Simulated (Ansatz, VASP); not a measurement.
**P in VASP and in Ansatz**

Contents of INCAR:

```
ALGO = Fast
EDIFF = 1E-6
EDIFFG = -0.01
ENCUT = 600
IBRION = 2
ISIF = 3
ISMEAR = -1
LASPH = T
LCHARG = F
LREAL = F
LWAVE = F
NELM = 60
NSW = 80
PREC = Accurate
SIGMA = 0.1
```

Contents of KPOINTS:

```
k-points
0
Gamma
  8 8 12
```

POSCAR

```
P
1.0
    4.4144220315      0.0000000000      0.0000000000
   -2.2072110158      3.8230016223      0.0000000000
    0.0000000000      0.0000000000      2.7060407053
P
3
Direct
    0.0000000000      0.0000000000      0.0000000000
    0.3333333333      0.6666666667      0.5000000000
    0.6666666667      0.3333333333      0.5000000000
```

Input for Ansatz:

```yaml
crystal:
  lattice:
    - [4.4144220315, 0.0, 0.0]
    - [-2.2072110158, 3.8230016223, 0.0]
    - [0.0, 0.0, 2.7060407053]
  atoms:
    - { symbol: P, position: [0.0, 0.0, 0.0] }
    - { symbol: P, position: [0.3333333333, 0.6666666667, 0.5] }
    - { symbol: P, position: [0.6666666667, 0.3333333333, 0.5] }
hamiltonian:
  xc: lda
  pseudopotentials:
    kind: paw
    azcp:
      P: "pseudopotentials/P.paw.azcp"
basis:
  ecutwfc: 420
  fft_grid_basis: typed
kpoints:
  mp_grid: { grid: [8, 8, 12], shift: [0, 0, 0] }
magnetization:
  spin_polarized: false
scf:
  occupations: { method: fermi_dirac, width: 0.1 }
relax:
  max_steps: 60
  f_tol: 0.01
  cell: {}
```

The cell was built by a generator and needn't be a form met in nature.

Alike in both runs: task relaxation of cell and atoms; functional LDA; k mesh 8 × 8 × 12; occupations fermi-dirac, width 0.1 eV; no spin polarisation.

```csv
,VASP,Ansatz
version,VASP 6.6.1,Ansatz 0.2.0
potentials or method,"VASP PAW LDA potentials, release 64 (P)","plane waves (420 eV) with PAW, scalar-relativistic"
plane-wave cutoff (eV),600,420
valence electrons in the cell,15,15
```

Ansatz gave:

| Property | Result |
| --- | --- |
| relaxed volume (Å³/atom) | 13.71 |
| relaxed cell length with the largest relative difference (Å) | 4.379 |
| energy change over the relaxation (meV/atom) | -72 |

Which values does VASP return?

Relaxed volume (Å³/atom): 13.70; relaxed cell length with the largest relative difference (Å): 4.377; energy change over the relaxation (meV/atom): -72.

Ansatz warned: «pseudo_functional_mismatch».
